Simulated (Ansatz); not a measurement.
The system is HfB2.

```
Hf B
1.0
     3.14000    0.00000    0.00000
    -1.57000    2.71932    0.00000
     0.00000    0.00000    3.48000
Hf B
1 2
Direct
  0.00000 0.00000 0.00000
  0.66667 0.33333 0.50000
  0.33333 0.66667 0.50000
```

Base run:

| Property | Result |
| --- | --- |
| Program | Ansatz 0.2.0 |
| Functional | PBE |
| Potentials or basis | all-electron LAPW, scalar-relativistic |
| Cutoff | 287 eV |
| Density cutoff | 1148 eV |
| Basis error allowed | 0.001 eV/atom |
| k mesh | 10 × 10 × 8 |
| Occupations | fermi-dirac, width 0.05 eV |
| Spin | no spin polarisation |

Its results: band gap on the k mesh none (metal or under the smearing width); pressure 1.5 GPa.

Question: The run is repeated on the same cell with these changes: functional from PBE to PBEsol. What comes out?

Answer: Band gap on the k mesh none (metal or under the smearing width); pressure -4.3 GPa.

PBEsol binds more tightly than PBE, so the same cell stands under less pressure.

Not every run made on this cell is shown here.
